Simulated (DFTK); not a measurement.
# Sn (Fd-3m) in DFTK: reference runs

Reference runs on Sn: the cell as given and a disturbed copy.

Everything below comes from runs of DFTK 0.8.2. Logs are shortened: lines on timing, memory, paths and dates and some standing lists are left out, and cuts for length are marked.

### 1 The crystal as given

The structure is cubic, space group Fd-3m (No. 227). Conventional cell: a = 6.467 Å, b = 6.467 Å, c = 6.467 Å, α = 90.00°, β = 90.00°, γ = 90.00°. Sn (site symmetry -43m) has 4 Sn at 2.80 Å as nearest neighbours.

This isn't the form of Sn at room conditions, which is tetragonal (white tin).

### 2 Single point, PBE

The input, run.jl:

```julia
using DFTK
using PseudoPotentialData
using Unitful, UnitfulAtomic
using LinearAlgebra, Printf
include("save.jl")
disable_threading()

# lattice vectors are the columns
lattice = austrip(1u"Å") * [           0.0      3.2333428      3.2333428;
                3.2333428            0.0      3.2333428;
                3.2333428      3.2333428            0.0]
symbols   = [:Sn, :Sn]
positions = [[0.75, 0.75, 0.75],
             [0.5, 0.5, 0.5]]
pseudopotentials = PseudoFamily("dojo.nc.sr.pbe.v0_4_1.standard.upf")
elements = Dict(s => ElementPsp(s, pseudopotentials) for s in unique(symbols))
atoms    = [elements[s] for s in symbols]

build_model(lattice, positions; symmetries=true) =
    model_DFT(lattice, atoms, positions;
              functionals=PBE(),
              temperature=austrip(0.05u"eV"),
              smearing=Smearing.FermiDirac(),
              symmetries)
Ecut  = 36.0  # hartree
kgrid = [7, 7, 7]
tol   = 1e-6
to_GPa = ustrip(uconvert(u"GPa", 1u"hartree/bohr^3"))

model = build_model(lattice, positions)
basis = PlaneWaveBasis(model; Ecut, kgrid)
display(basis)
scfres = self_consistent_field(basis;
                               tol,
                               nbandsalg=AdaptiveBands(model; n_bands_converge=19))
display(scfres.energies)
@printf "Fermi level: %.6f eV\n" ustrip(auconvert(u"eV", something(scfres.εF, NaN)))
forces = compute_forces_cart(scfres)
println("Forces (eV/Å)")
for (s, f) in zip(symbols, forces)
    @printf "%-3s %12.6f %12.6f %12.6f\n" s ustrip.(auconvert.(u"eV/Å", f))...
end
stress = compute_stresses_cart(scfres)
println("Stress (GPa)")
display(round.(stress * to_GPa; digits=4))
println("Levels at the first k-point (eV): ", round.(ustrip.(auconvert.(u"eV", scfres.eigenvalues[1])); digits=4))
save_scf!(scfres; forces, stress)
```

Potentials or basis: dojo.nc.sr.pbe.v0_4_1.standard.upf (PBE).

On the command line:

```bash
julia --threads=1 run.jl  # save.jl only writes the numbers to a file and isn't shown; printed stress counts tension as positive; times include loading and compiling
```

What it wrote:

```text
PlaneWaveBasis discretization:

    Ecut                 : 36.0 Ha
    fft_size             : (60, 60, 60), 216000 total points
    kgrid                : MonkhorstPack([7, 7, 7])
    num.   red. kpoints  : 343
    num. irred. kpoints  : 20

    Discretized Model(gga_x_pbe+gga_c_pbe, 3D):
        lattice (in Bohr)    : [0         , 6.11013   , 6.11013   ]
                               [6.11013   , 0         , 6.11013   ]
                               [6.11013   , 6.11013   , 0         ]
        unit cell volume     : 456.23 Bohr³

        atoms                : Sn₂
        pseudopot. family    : PseudoFamily("dojo.nc.sr.pbe.v0_4_1.standard.upf")

        num. electrons       : 28
        spin polarization    : none
        temperature          : 0.0018375 Ha
        smearing             : DFTK.Smearing.FermiDirac()

        terms                : Kinetic()
                               AtomicLocal()
                               AtomicNonlocal()
                               Ewald(nothing)
                               PspCorrection()
                               Hartree()
                               Xc(gga_x_pbe, gga_c_pbe)
                               Entropy()
n     Energy            log10(ΔE)   log10(Δρ)   Diag   Δtime
---   ---------------   ---------   ---------   ----   ------
  1   -157.6071283422                   -1.01    4.5    12.6s
  2   -157.6120045599       -2.31       -1.49    1.0    5.55s
  3   -157.6123553784       -3.45       -1.85    1.8    6.41s
  4   -157.6123921906       -4.43       -2.55    1.1    5.94s
  5   -157.6123979727       -5.24       -3.04    2.6    6.89s
  6   -157.6123982191       -6.61       -3.41    1.8    6.60s
  7   -157.6123982642       -7.35       -4.25    1.9    5.96s
  8   -157.6123982700       -8.23       -4.15    3.0    8.23s
  9   -157.6123982713       -8.88       -5.08    1.1    5.26s
 10   -157.6123982714      -10.20       -5.78    2.7    7.96s
 11   -157.6123982714      -11.72       -5.93    2.5    6.76s
 12   -157.6123982714      -12.25       -6.73    1.1    6.10s
Energy breakdown (in Ha):
    Kinetic             93.8564593
    AtomicLocal         -123.9347870
    AtomicNonlocal      -44.5557805
    Ewald               -86.3984898
    PspCorrection       4.0077647
    Hartree             43.5140700
    Xc                  -44.1015699
    Entropy             -0.0000650

    total               -157.612398271415
Fermi level: 4.307906 eV
Forces (eV/Å)
Sn      0.000000     0.000000     0.000000
Sn     -0.000000    -0.000000    -0.000000
Stress (GPa)
3×3 StaticArraysCore.SMatrix{3, 3, Float64, 9} with indices SOneTo(3)×SOneTo(3):
 -3.8955  -0.0      0.0
  0.0     -3.8955  -0.0
  0.0      0.0     -3.8955
Levels at the first k-point (eV): [-17.4331, -17.4331, -17.4331, -17.3732, -17.3732, -17.0556, -17.0556, -17.0556, -17.0468, -17.0468, -6.3538, 3.7628, 4.4097, 4.4097, 4.4097, 6.4906, 6.4906, 6.4906, 9.3907, 12.2966, 12.336, 12.7443]
```

It took 2.5 min on 1 thread of Intel Xeon Platinum 8488C (Sapphire Rapids), shared host; peak memory 1.9 GiB.

Results:

* Free energy: -4288.8518 eV
* Pressure: 3.9 GPa
* Band gap on the k mesh: none (metal or under the smearing width)

Levels at points of the mesh, in eV from the Fermi level:
```tsv
k point	band 12	band 13	band 14	band 15	band 16	band 17
(0.00, 0.00, 0.00)	-0.55	0.10	0.10	0.10	2.18	2.18
```

### 3 Single point, PBE (atoms moved at random, drawn with an rms of 0.05 Å)

run.jl: that of step 2 with these lines changed.

```diff
@@ -5,3 +5,3 @@
 include("save.jl")
-disable_threading()
+setup_threading()
 
@@ -12,4 +12,4 @@
 symbols   = [:Sn, :Sn]
-positions = [[0.75, 0.75, 0.75],
-             [0.5, 0.5, 0.5]]
+positions = [[0.751324, 0.759019, 0.762588],
+             [0.494671, 0.509002, 0.500009]]
 pseudopotentials = PseudoFamily("dojo.nc.sr.pbe.v0_4_1.standard.upf")
@@ -45,3 +45,3 @@
 display(round.(stress * to_GPa; digits=4))
-println("Levels at the first k-point (eV): ", round.(ustrip.(auconvert.(u"eV", scfres.eigenvalues[1])); digits=4))
+println("Levels at the first k-point (eV): ", round.(ustrip.(auconvert.(u"eV", scfres.eigenvalues[1][1:scfres.n_bands_converge])); digits=4))
 save_scf!(scfres; forces, stress)
```

Potentials or basis: dojo.nc.sr.pbe.v0_4_1.standard.upf (PBE).

On the command line:

```bash
julia --threads=4 run.jl  # save.jl only writes the numbers to a file and isn't shown; printed stress counts tension as positive; times include loading and compiling
```

What it wrote:

```text
PlaneWaveBasis discretization:

    Ecut                 : 36.0 Ha
    fft_size             : (50, 50, 50), 125000 total points
    kgrid                : MonkhorstPack([7, 7, 7])
    num.   red. kpoints  : 343
    num. irred. kpoints  : 343

    Discretized Model(gga_x_pbe+gga_c_pbe, 3D):
        lattice (in Bohr)    : [0         , 6.11013   , 6.11013   ]
                               [6.11013   , 0         , 6.11013   ]
                               [6.11013   , 6.11013   , 0         ]
        unit cell volume     : 456.23 Bohr³

        atoms                : Sn₂
        pseudopot. family    : PseudoFamily("dojo.nc.sr.pbe.v0_4_1.standard.upf")

        num. electrons       : 28
        spin polarization    : none
        temperature          : 0.0018375 Ha
        smearing             : DFTK.Smearing.FermiDirac()

        terms                : Kinetic()
                               AtomicLocal()
                               AtomicNonlocal()
                               Ewald(nothing)
                               PspCorrection()
                               Hartree()
                               Xc(gga_x_pbe, gga_c_pbe)
                               Entropy()
n     Energy            log10(ΔE)   log10(Δρ)   Diag   Δtime
---   ---------------   ---------   ---------   ----   ------
  1   -157.6065856343                   -1.02    3.9    82.1s
  2   -157.6112091935       -2.34       -1.49    1.0    30.5s
  3   -157.6114908549       -3.55       -1.87    1.7    36.5s
  4   -157.6115270297       -4.44       -2.73    1.3    32.6s
  5   -157.6115323938       -5.27       -3.18    2.9    48.9s
  6   -157.6115327157       -6.49       -3.80    1.9    38.8s
  7   -157.6115327342       -7.73       -4.24    2.5    43.2s
  8   -157.6115327357       -8.82       -4.92    2.5    38.7s
  9   -157.6115327360       -9.58       -5.40    3.1    50.3s
 10   -157.6115327360      -11.11       -5.99    1.9    40.4s
 11   -157.6115327360      -12.20       -6.83    2.3    41.2s
Energy breakdown (in Ha):
    Kinetic             93.8557213
    AtomicLocal         -123.9666334
    AtomicNonlocal      -44.5536613
    Ewald               -86.3802281
    PspCorrection       4.0077647
    Hartree             43.5272799
    Xc                  -44.1016906
    Entropy             -0.0000851

    total               -157.611532735977
Fermi level: 4.300566 eV
Forces (eV/Å)
Sn     -0.305735    -0.488630    -0.123435
Sn      0.305734     0.488630     0.123435
Stress (GPa)
3×3 StaticArraysCore.SMatrix{3, 3, Float64, 9} with indices SOneTo(3)×SOneTo(3):
 -4.0271   0.4593   1.5346
  0.4593  -3.9651   0.9795
  1.5346   0.9795  -4.0631
Levels at the first k-point (eV): [-17.463, -17.4444, -17.4104, -17.3796, -17.3781, -17.0676, -17.0592, -17.0534, -17.0516, -17.0504, -6.3582, 3.7626, 4.1987, 4.3517, 4.6891, 6.2621, 6.5345, 6.6675, 9.3854]
```

It took 17 min on 4 threads of Intel Xeon Platinum 8488C (Sapphire Rapids), shared host; peak memory 9.1 GiB.

What came out:

```yaml
Free_energy: -4288.8283 eV
Pressure: 4.0 GPa
Largest_force: 0.589 eV/Å
Band_gap_on_the_k_mesh: none (metal or under the smearing width)
```

Forces on the atoms (eV/Å):
```
Sn  -0.306 -0.489 -0.123
Sn   0.306  0.489  0.123
```

Levels at points of the mesh, in eV from the Fermi level:
| k point | band 11 | band 12 | band 13 | band 14 | band 15 | band 16 | band 17 | band 18 |
| --- | --- | --- | --- | --- | --- | --- | --- | --- |
| (0.00, 0.00, 0.00) | -10.66 | -0.54 | -0.10 | 0.05 | 0.39 | 1.96 | 2.23 | 2.37 |

### 4 Single point, PBE

run.jl: that of step 3 with these lines changed.

```diff
@@ -5,3 +5,3 @@
 include("save.jl")
-setup_threading()
+disable_threading()
 
@@ -12,4 +12,4 @@
 symbols   = [:Sn, :Sn]
-positions = [[0.751324, 0.759019, 0.762588],
-             [0.494671, 0.509002, 0.500009]]
+positions = [[0.75, 0.75, 0.75],
+             [0.5, 0.5, 0.5]]
 pseudopotentials = PseudoFamily("dojo.nc.sr.pbe.v0_4_1.standard.upf")
```

Potentials or basis: dojo.nc.sr.pbe.v0_4_1.standard.upf (PBE).

On the command line:

```bash
julia --threads=1 run.jl  # save.jl only writes the numbers to a file and isn't shown; printed stress counts tension as positive; times include loading and compiling
```

What it wrote:

```text
PlaneWaveBasis discretization:

    Ecut                 : 36.0 Ha
    fft_size             : (60, 60, 60), 216000 total points
    kgrid                : MonkhorstPack([7, 7, 7])
    num.   red. kpoints  : 343
    num. irred. kpoints  : 20

    Discretized Model(gga_x_pbe+gga_c_pbe, 3D):
        lattice (in Bohr)    : [0         , 6.11013   , 6.11013   ]
                               [6.11013   , 0         , 6.11013   ]
                               [6.11013   , 6.11013   , 0         ]
        unit cell volume     : 456.23 Bohr³

        atoms                : Sn₂
        pseudopot. family    : PseudoFamily("dojo.nc.sr.pbe.v0_4_1.standard.upf")

        num. electrons       : 28
        spin polarization    : none
        temperature          : 0.0018375 Ha
        smearing             : DFTK.Smearing.FermiDirac()

        terms                : Kinetic()
                               AtomicLocal()
                               AtomicNonlocal()
                               Ewald(nothing)
                               PspCorrection()
                               Hartree()
                               Xc(gga_x_pbe, gga_c_pbe)
                               Entropy()
n     Energy            log10(ΔE)   log10(Δρ)   Diag   Δtime
---   ---------------   ---------   ---------   ----   ------
  1   -157.6071280969                   -1.01    4.5    10.8s
  2   -157.6120049273       -2.31       -1.49    1.0    5.45s
  3   -157.6123553881       -3.46       -1.85    1.8    5.35s
  4   -157.6123922002       -4.43       -2.55    1.1    5.18s
  5   -157.6123979733       -5.24       -3.04    2.6    5.93s
  6   -157.6123982188       -6.61       -3.41    1.8    5.69s
  7   -157.6123982642       -7.34       -4.25    1.8    5.01s
  8   -157.6123982700       -8.23       -4.15    3.0    6.38s
  9   -157.6123982713       -8.88       -5.07    1.1    5.08s
 10   -157.6123982714      -10.19       -5.78    2.7    6.14s
 11   -157.6123982714      -11.72       -5.93    2.5    6.50s
 12   -157.6123982714      -12.32       -6.72    1.1    4.63s
Energy breakdown (in Ha):
    Kinetic             93.8564593
    AtomicLocal         -123.9347870
    AtomicNonlocal      -44.5557806
    Ewald               -86.3984898
    PspCorrection       4.0077647
    Hartree             43.5140700
    Xc                  -44.1015699
    Entropy             -0.0000650

    total               -157.612398271415
Fermi level: 4.307906 eV
Forces (eV/Å)
Sn      0.000000     0.000000     0.000000
Sn     -0.000000    -0.000000    -0.000000
Stress (GPa)
3×3 StaticArraysCore.SMatrix{3, 3, Float64, 9} with indices SOneTo(3)×SOneTo(3):
 -3.8955  -0.0      0.0
  0.0     -3.8955  -0.0
  0.0      0.0     -3.8955
Levels at the first k-point (eV): [-17.4331, -17.4331, -17.4331, -17.3732, -17.3732, -17.0556, -17.0556, -17.0556, -17.0468, -17.0468, -6.3538, 3.7628, 4.4097, 4.4097, 4.4097, 6.4906, 6.4906, 6.4906, 9.3907]
```

Wall time 2.2 min (1 thread of AMD EPYC 9R14 (Zen 4), shared host); peak memory 1.8 GiB.

What came out:

```yaml
Free_energy: -4288.8518 eV
Pressure: 3.9 GPa
Band_gap_on_the_k_mesh: none (metal or under the smearing width)
```

Levels at points of the mesh, in eV from the Fermi level:
| k point | band 10 | band 11 | band 12 | band 13 | band 14 | band 15 | band 16 | band 17 | band 18 | band 19 |
| --- | --- | --- | --- | --- | --- | --- | --- | --- | --- | --- |
| (0.00, 0.00, 0.00) | -21.35 | -10.66 | -0.55 | 0.10 | 0.10 | 0.10 | 2.18 | 2.18 | 2.18 | 5.08 |
